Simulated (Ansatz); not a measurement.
Write the native input for Ansatz 0.2.0 that does the following.

- Task: elastic constants
- Functional: PBEsol
- Potentials or basis: Ansatz PAW
- Cutoff: 420 eV (not typed: the program's choice for these potentials)
- k mesh: 5 × 5 × 3
- Occupations: fixed
- Spin: no spin polarisation
- Atoms under strain: clamped

Crystal: CdS (Greenockite).

```
Cd S
1.0
     4.15000    0.00000    0.00000
    -2.07500    3.59401    0.00000
     0.00000    0.00000    6.73700
Cd S
2 2
Direct
  0.66667 0.33333 0.50000
  0.33333 0.66667 0.00000
  0.66667 0.33333 0.87500
  0.33333 0.66667 0.37500
```

One way to write it, as run:

input.yaml

```yaml
crystal:
  lattice:
    - [4.15, 0.0, 0.0]
    - [-2.075, 3.5940054257, 0.0]
    - [0.0, 0.0, 6.737]
  atoms:
    - { symbol: Cd, position: [0.6666666667, 0.3333333333, 0.5] }
    - { symbol: Cd, position: [0.3333333333, 0.6666666667, 0.0] }
    - { symbol: S, position: [0.6666666667, 0.3333333333, 0.875] }
    - { symbol: S, position: [0.3333333333, 0.6666666667, 0.375] }
hamiltonian:
  xc: pbesol
  pseudopotentials: { kind: paw }
kpoints:
  mp_grid: { grid: [5, 5, 3] }
scf:
  occupations: { method: fixed }
output:
  forces: true
  stress: true
elastic:
  mode: clamped_ion
  stencil: two_point
```

Potentials or basis: Ansatz PAW.

Launch:

```sh
$ ansatz run input.yaml --threads 2 --pin off --max-ram 5632MiB --backend cpu --events-out ev --progress --plain --runs-dir out
```

Results of the run:

```json
{
  "Pressure": "-1.0 GPa",
  "Largest force": "0.062 eV/Å",
  "Band gap on the k mesh": "1.05 eV, direct",
  "Voigt bulk modulus": "57 GPa"
}
```

Caveat: odd divisions of the mesh miss points on the zone boundary, where band edges often lie, so the gap on the mesh can be too wide; the PAW data sets come from PBE, with cores solved anew for the run's functional, which leaves a small shift of forces and pressure.

Run time: 30 s on 2 threads of Intel(R) Xeon(R) Processor @ 2.50GHz (Skylake/Cascade Lake), on a shared host, peak memory 0.4 GiB.
